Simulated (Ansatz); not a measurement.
# GaN (F-43m) in Ansatz: a series of runs, part 2 of 2

Ansatz 0.2.0. The steps go on from the part before.

## (3) Relaxation of cell and atoms, m-r2SCAN

File input.yaml:

```yaml
crystal:
  lattice:
    - [0.0, 2.2535006075, 2.2535006075]
    - [2.2535006075, 0.0, 2.2535006075]
    - [2.2535006075, 2.2535006075, 0.0]
  atoms:
    - { symbol: Ga, position: [0.0, 0.0, 0.0] }
    - { symbol: "N", position: [0.25, 0.25, 0.25] }
hamiltonian:
  xc: mr2scan
  pseudopotentials: { kind: paw }
kpoints:
  mp_grid: { grid: [10, 10, 10] }
scf:
  occupations: { method: fermi_dirac, width: 0.05 }
output:
  forces: true
  stress: true
relax:
  f_tol: 0.01
  max_steps: 40
  cell: { stress_tol: 0.05 }
```

Potentials or basis: Ansatz PAW.

The run is started by

```
$ ansatz run input.yaml --threads 2 --pin off --max-ram 5120MiB --backend cpu --events-out ev --progress --plain --runs-dir out
```

The program printed:

```text
Warning: RAYON_NUM_THREADS=2 ignored (pool sized by the plan → 2); use --threads N
Engine: ansatz 0.2.0, x86_64-unknown-linux-gnu
Pseudopotentials: kind: paw
Pseudopotential: Ga, paw, valence charge 13, recommended cutoff 500 eV (meta_gga), Ga.paw.azcp
Pseudopotential: N, paw, valence charge 5, recommended cutoff 500 eV (meta_gga), N.paw.azcp
Functional definition: m-r2SCAN
  exchange = m_r2scan_x
  correlation = m_r2scan_c
Crystal: 2 atoms, lattice volume = 22.888 Å³
Basis set: ecut = 500 eV, 561 PW (Γ), exchange–correlation on 96×96×96 points (64 copies of the dense FFT grid, shifted against one another)
Bands: 13, of which v1, the nominal top of the filled ones, is band 9 counted from 1 (8 counted from 0)
Symmetry: 24 space group operations
Space group: F-43m (ITA 216), of the structure as read, at distance tolerance 2.8e-5 Å
k-points: 47 of 1000 (time reversal used)
Non-local potential: Ga, projectors of the file, l = 0: 2, l = 1: 2, l = 2: 3, l = 3: 1
Non-local potential: N, projectors of the file, l = 0: 2, l = 1: 2, l = 2: 1
PAW form: soft (Blöchl's): semilocal exchange-correlation on the pseudo side does not see the compensation charge
PAW frozen core: Ga, regenerated for the run's functional (the file was generated under x = pbe(κ = 0.804, μ = 0.2195149727645171), c = pbe(β = 0.06672455060314922))
PAW frozen core: N, regenerated for the run's functional (the file was generated under x = pbe(κ = 0.804, μ = 0.2195149727645171), c = pbe(β = 0.06672455060314922))
PAW one-centre angular grid: Ga, 590 points (default); XC on 160 Gauss nodes
PAW one-centre angular grid: N, 302 points (default); XC on 160 Gauss nodes
Initial density: superposition of atomic densities (neutral atoms: chi_scale 0, normalization atom), corrected by the library's trained network
Initial wavefunctions: pseudopotential atomic-orbital guess
Functional: x = mr2scan, c = mr2scan; τ floored in thin density (d = 2e-4 eV/Å³)
SCF iter   1: F=—  HF=-4176.341390 eV  |F-HF|=—  |Δ(HF+E_count)|=         —  Δρ=1.24e-2  dr2=1.34e-2  dr2_τ=9.34e-2  ethr=1.77e-3  ⟨swp⟩=4.7  Hψ=3108  notcnv=0
preconditioner: auto → none  [insulator: Δε(μ)=2.094 eV  Ē_g=19.878 eV  σ=0.050 eV  W_gap=1.00  n_scr=8 (ndim 8)  ℏωp=32.9 eV  f_vac=0.001  D(μ)=0.00/eV (n_scr^D=0)  ε∞_Penn≈3.7]
SCF iter   2: F=—  HF=-4176.372430 eV  |F-HF|=—  |Δ(HF+E_count)|=   3.10e-2  Δρ=4.54e-3  dr2=2.94e-3  dr2_τ=1.07e-4  ethr=7.42e-5  ⟨swp⟩=2.0  Hψ=1598  notcnv=0
SCF iter   3: F=—  HF=-4176.372511 eV  |F-HF|=—  |Δ(HF+E_count)|=   8.05e-5  Δρ=3.15e-3  dr2=7.40e-4  dr2_τ=6.27e-5  ethr=1.63e-5  ⟨swp⟩=2.0  Hψ=1151  notcnv=0
SCF iter   4: F=—  HF=-4176.372606 eV  |F-HF|=—  |Δ(HF+E_count)|=   9.54e-5  Δρ=7.59e-4  dr2=1.02e-4  dr2_τ=3.12e-5  ethr=4.11e-6  ⟨swp⟩=3.0  Hψ=1031  notcnv=0
SCF iter   5: F=—  HF=-4176.372596 eV  |F-HF|=—  |Δ(HF+E_count)|=   9.93e-6  Δρ=1.44e-4  dr2=4.53e-6  dr2_τ=2.50e-7  ethr=5.68e-7  ⟨swp⟩=2.1  Hψ=801  notcnv=0
SCF iter   6: F=—  HF=-4176.372594 eV  |F-HF|=—  |Δ(HF+E_count)|=   2.71e-6  Δρ=9.88e-5  dr2=2.16e-6  dr2_τ=1.21e-7  ethr=2.52e-8  ⟨swp⟩=2.0  Hψ=903  notcnv=0
SCF iter   7: F=—  HF=-4176.372593 eV  |F-HF|=—  |Δ(HF+E_count)|=   2.94e-7  Δρ=4.73e-5  dr2=5.01e-7  dr2_τ=5.25e-9  ethr=1.20e-8  ⟨swp⟩=1.0  Hψ=611  notcnv=0
SCF iter   8: F=-4176.372593 eV  HF=-4176.372593 eV  |F-HF|=1.43e-8  |Δ(HF+E_count)|=   9.10e-8  Δρ=9.84e-6  dr2=2.27e-8  dr2_τ=1.81e-10  ethr=5.56e-10  ⟨swp⟩=2.9  Hψ=2143  notcnv=0
SCF 1 converged in 8 iterations: F = -4176.372593 eV  dr2 = 2.27e-8
relax step   1: F+E_penalty+E_count = -4176.37259322 eV  Δ(F+E_penalty+E_count) = +0.000e0 eV  max|allowed force component| = 1.943e-16 eV/Å  Δτ_max = 0.0000 Å  P = -1.179 GPa  Ω = 22.888 Å³  (8 SCF iters, dr2 threshold 1.00e-7 eV, accepted)
Crystal: 2 atoms, lattice volume = 22.803 Å³
Initial density: handed on by an earlier stage of this run
Initial wavefunctions: those handed on with the density
iter 1 solved again at ethr=4.54e-7 eV; its pass at ethr=3.10e-3 eV (dr2=8.17e-5 eV) is discarded
SCF iter   1: F=—  HF=-4176.372979 eV  |F-HF|=—  |Δ(HF+E_count)|=         —  Δρ=5.57e-4  dr2=8.11e-5  dr2_τ=8.42e-5  ethr=4.54e-7  ⟨swp⟩=2.4  Hψ=3472  notcnv=0
[... 13 lines left out ...]
SCF iter   2: F=—  HF=-4176.373190 eV  |F-HF|=—  |Δ(HF+E_count)|=   4.04e-5  Δρ=8.99e-5  dr2=8.98e-7  dr2_τ=8.03e-7  ethr=1.70e-7  ⟨swp⟩=2.0  Hψ=987  notcnv=0
SCF iter   3: F=—  HF=-4176.373190 eV  |F-HF|=—  |Δ(HF+E_count)|=   4.15e-7  Δρ=3.80e-5  dr2=2.28e-7  dr2_τ=1.38e-8  ethr=1.11e-9  ⟨swp⟩=4.0  Hψ=2018  notcnv=0
SCF iter   4: F=-4176.373190 eV  HF=-4176.373190 eV  |F-HF|=8.89e-8  |Δ(HF+E_count)|=   1.04e-7  Δρ=1.84e-5  dr2=7.44e-8  dr2_τ=5.82e-9  ethr=1.11e-9  ⟨swp⟩=4.0  Hψ=1992  notcnv=0
SCF 3 converged in 4 iterations: F = -4176.373190 eV  dr2 = 7.44e-8
relax step   3: F+E_penalty+E_count = -4176.37319040 eV  Δ(F+E_penalty+E_count) = -1.094e-4 eV  max|allowed force component| = 4.395e-17 eV/Å  Δτ_max = 0.0000 Å  P = +0.005 GPa  Ω = 22.749 Å³  energy of the carried Pulay correction = +8.563e-5 eV  (4 SCF iters, dr2 threshold 2.00e-7 eV, accepted)
Initial wavefunctions: pseudopotential atomic-orbital guess (no wavefunctions were taken with the density)
iter 1 solved again at ethr=1.45e-8 eV; its pass at ethr=3.10e-3 eV (dr2=2.62e-6 eV) is discarded
SCF iter   1: F=—  HF=-4176.373103 eV  |F-HF|=—  |Δ(HF+E_count)|=         —  Δρ=2.08e-5  dr2=6.83e-8  dr2_τ=1.55e-8  ethr=1.45e-8  ⟨swp⟩=3.0  Hψ=5011  notcnv=0
preconditioner: auto → none  [insulator: Δε(μ)=2.168 eV  Ē_g=19.803 eV  σ=0.050 eV  W_gap=1.00  n_scr=8 (ndim 8)  ℏωp=33.0 eV  f_vac=0.001  D(μ)=0.00/eV (n_scr^D=0)  ε∞_Penn≈3.8]
SCF iter   2: F=—  HF=-4176.373102 eV  |F-HF|=—  |Δ(HF+E_count)|=   2.55e-7  Δρ=1.34e-5  dr2=2.53e-8  dr2_τ=3.31e-9  ethr=3.79e-10  ⟨swp⟩=2.0  Hψ=1026  notcnv=0
SCF iter   3: F=—  HF=-4176.373102 eV  |F-HF|=—  |Δ(HF+E_count)|=   4.54e-9  Δρ=5.51e-6  dr2=2.32e-9  dr2_τ=7.88e-10  ethr=1.41e-10  ⟨swp⟩=2.3  Hψ=936  notcnv=0
SCF iter   4: F=—  HF=-4176.373102 eV  |F-HF|=—  |Δ(HF+E_count)|=   1.12e-9  Δρ=1.36e-6  dr2=9.48e-11  dr2_τ=2.43e-11  ethr=1.29e-11  ⟨swp⟩=2.0  Hψ=735  notcnv=0
SCF iter   5: F=—  HF=-4176.373102 eV  |F-HF|=—  |Δ(HF+E_count)|=  6.37e-11  Δρ=4.20e-7  dr2=1.28e-11  dr2_τ=1.90e-12  ethr=1.00e-12  ⟨swp⟩=5.1  Hψ=2502  notcnv=0
SCF iter   6: F=-4176.373102 eV  HF=-4176.373102 eV  |F-HF|=9.09e-13  |Δ(HF+E_count)|=  1.55e-11  Δρ=7.46e-8  dr2=1.01e-12  dr2_τ=7.90e-14  ethr=1.00e-12  ⟨swp⟩=5.0  Hψ=2255  notcnv=0
SCF 4 converged in 6 iterations: F = -4176.373102 eV  dr2 = 1.01e-12
relax step   4: F+E_penalty+E_count = -4176.37310230 eV  Δ(F+E_penalty+E_count) = +8.810e-5 eV  max|allowed force component| = 5.551e-17 eV/Å  Δτ_max = 0.0000 Å  P = +0.002 GPa  Ω = 22.749 Å³  stress off target by 1.87e-3 GPa  SCF on the basis re-selected at this cell (its energy is not comparable with the rows above)  (6 SCF iters)
basis re-selected at this cell: Δ(F+E_penalty+E_count) = +8.810e-5 eV, ΔP = -0.003 GPa vs the last step (what re-selecting the basis moved, of the pressure what is left beyond the Pulay correction that the steps carried, after the strain that the cell walked since its last selection, with what the two solves' SCF thresholds leave and, on support functions, any second-order correction that the steps lacked; it is no measure of the basis error at this ecutwfc). This SCF's stress stands 1.87e-3 GPa from its target on what of the cell is left free (relax.cell.stress_tol is 5.00e-2 GPa) and its largest allowed force component is 5.55e-17 eV/Å (relax.f_tol is 1.00e-2 eV/Å): within both
SCF converged after 6 iterations
Free energy (F): -4176.373102 eV
Harris-Foulkes:  -4176.373102 eV  (|F-HF|=9.09e-13)
Internal energy: -4176.373102 eV  (E = F + TS)
E sigma→0 (E₀):  -4176.373102 eV
Fermi energy:    10.594351 eV
--- Per-component energies (eV) ---
  E_band       = -15.028005
  E_kinetic    = 247.082048
  E_local      = -1948.471438  (includes V_loc(G=0)·N_el)
  E_nonlocal   = 476.371632
  E_hartree    = 898.971452
  E_xc         = -121.774790
  E_vxc        = -143.644031  (∫ρ·V_xc dr)
  E_paw        = -2137.212923  (= ΣΔE_a)
  E_vpaw       = -452.160755  (= ΣTr[D̂ρ^β])
  E_aug_tail   = -0.000022  (compensation charges beyond the density's cutoff)
  E_vtau       = 7.851675  (kinetic-family band-sum trace: ∫τ·v_τ [+ j·A + Jᵃ·Aᵃ] dr)
  E_ewald      = -1590.656428
  E_core_change = -0.682634  (= ΣΔE_core)
  E_smearing   = -0.000000  (= −TS)
  E_closure    = 0.000000  (closes the sum)
  Σ components = -4176.373102   (vs F -4176.373102, Δ=0.00e0)
--- Forces (eV/Å), atoms counted from 1 ---
  atom   1  Ga     0.00000000    -0.00000000    -0.00000000
  atom   2  N     -0.00000000     0.00000000     0.00000000
  max |Σ_I F_I| component: 2.78e-17 eV/Å
--- Stress (GPa, compression-positive) ---
        0.001870       0.000000      -0.000000
        0.000000       0.001870       0.000000
       -0.000000       0.000000       0.001870
  P = ⅓ Tr σ = 0.0019 GPa (0.019 kbar)
--- Relaxed structure (3 steps of the walk, 3 accepted, 1 SCFs on fresh bases) ---
  F+E_penalty+E_count = -4176.37310230 eV   max|allowed force component| = 5.551e-17 eV/Å   (the final SCF, on the basis selected at the relaxed cell)
  cell:  # Å, volume = 22.7490 Å³
    - [-1.0719189876234062e-33, 2.2489367099095086, 2.2489367099095086]
    - [2.2489367099095086, 2.4203017156254065e-34, 2.2489367099095086]
    - [2.2489367099095086, 2.2489367099095086, 1.4777574085247385e-33]
  atoms:
    - { symbol: Ga, position: [-3.2850194045214765e-34, 2.9645297065193813e-34, 2.7330649246289795e-34] }
    - { symbol: N, position: [0.24999999999999997, 0.24999999999999997, 0.24999999999999997] }
```

Wall time 6.4 s (2 threads of Intel Xeon Platinum 8375C at 2.90GHz (Ice Lake), shared host); peak memory 0.43 GiB.

Results:

```yaml
Free_energy: -4176.3731 eV
Relaxed_volume: 11.37 Å³/atom
Relaxed_cell: a = 3.180 Å, b = 3.180 Å, c = 3.180 Å, α = 60.00°, β = 60.00°, γ = 60.00°
Space_group_after_relaxing_to_0.05_Å: F-43m (No. 216)
Energy_gained_by_relaxing: 0.3 meV/atom
Ionic_steps: 4
Pressure_after_relaxing: 0.0 GPa
Band_gap_on_the_k_mesh: 2.17 eV
```

Step by step:
```tsv
step	energy change (eV)	largest force (eV/Å)	volume (Å³)
1	0.0000	0.0000	22.89
2	-0.0005	0.0000	22.80
3	-0.0006	0.0000	22.75
4	-0.0005	0.0000	22.75
```

Final structure:
```
CELL_PARAMETERS angstrom
0.00000 2.24894 2.24894
2.24894 0.00000 2.24894
2.24894 2.24894 0.00000
ATOMIC_POSITIONS crystal
Ga 0.00000 0.00000 0.00000
N 0.25000 0.25000 0.25000
```

Caveat: the plane-wave basis is chosen anew once the cell has moved, so the energies of steps on either side of that aren't comparable; the PAW data sets come from PBE, with cores solved anew for the run's functional, which leaves a small shift of forces and pressure. A k mesh can miss the band edges.

## (4) Single point, PBE

input.yaml: that of step 3 with these lines changed.

```diff
@@ -9,3 +9,3 @@
 hamiltonian:
-  xc: mr2scan
+  xc: pbe
   pseudopotentials: { kind: paw }
@@ -15,2 +15,4 @@
   occupations: { method: fermi_dirac, width: 0.05 }
+basis:
+  ecutwfc: "500 eV"
 output:
@@ -18,5 +20,2 @@
   stress: true
-relax:
-  f_tol: 0.01
-  max_steps: 40
-  cell: { stress_tol: 0.05 }
+  eigenvalues: true
```

The run is started by

```
$ ansatz run input.yaml --threads 2 --pin off --max-ram 5120MiB --backend cpu --events-out ev --progress --plain --runs-dir out
```

Wall time 0.99 s (2 threads of Intel Xeon Platinum 8375C at 2.90GHz (Ice Lake), shared host); peak memory 0.36 GiB.

The run converged. Its results:

```yaml
Free_energy: -4167.9050 eV
Pressure: 5.0 GPa
Band_gap_on_the_k_mesh: 1.72 eV, direct
```

Levels at points of the mesh, in eV from the valence-band top:
| k point | band 5 | band 6 | band 7 | band 8 | band 9 | band 10 | band 11 | band 12 | band 13 |
| --- | --- | --- | --- | --- | --- | --- | --- | --- | --- |
| (0.00, 0.00, 0.00) | -13.17 | -13.17 | 0.00 | 0.00 | 0.00 | 1.72 | 10.31 | 10.31 | 10.31 |
| (0.00, 0.00, -0.50) | -13.13 | -11.91 | -7.03 | -0.97 | -0.97 | 4.64 | 8.72 | 10.36 | 10.36 |
| (0.00, -0.50, -0.50) | -13.10 | -11.48 | -6.12 | -2.70 | -2.70 | 3.35 | 6.67 | 11.70 | 13.95 |

## (5) Overview

```csv
task,level,cell,cutoff (eV),gap on the mesh (eV),pressure (GPa),relaxed volume (Å³/atom)
relaxation of cell and atoms,PBEsol+D3(BJ),relaxed,420,1.81,0.0,11.19
relaxation of cell and atoms,m-r2SCAN,relaxed,500,2.17,0.0,11.37
single point,PBE,as given,500,1.72,5.0,-
```

Alike in all rows: potentials or basis Ansatz PAW; no spin polarisation; k mesh 10 × 10 × 10; smearing fermi-dirac 0.05 eV.

Caveats: the plane-wave basis is chosen anew once the cell has moved, so the energies of steps on either side of that aren't comparable (some runs); the PAW data sets come from PBE, with cores solved anew for the run's functional, which leaves a small shift of forces and pressure (some runs).

Absolute energies hang on the potentials; compare differences alone.

## (6) Comparison with measurements

Step 4. Measured gap of GaN: 3.299 eV (direct; 0 K; a printed reference work, textbook). This calculation gives 1.72 eV (-1.58 eV). Spin-orbit coupling on Ga is left out. The value is that of PBE, without temperature or zero-point motion. Semilocal functionals fall short of measured gaps as a rule. The cell is a database's relaxed one, not the measured one, which moves gaps too.
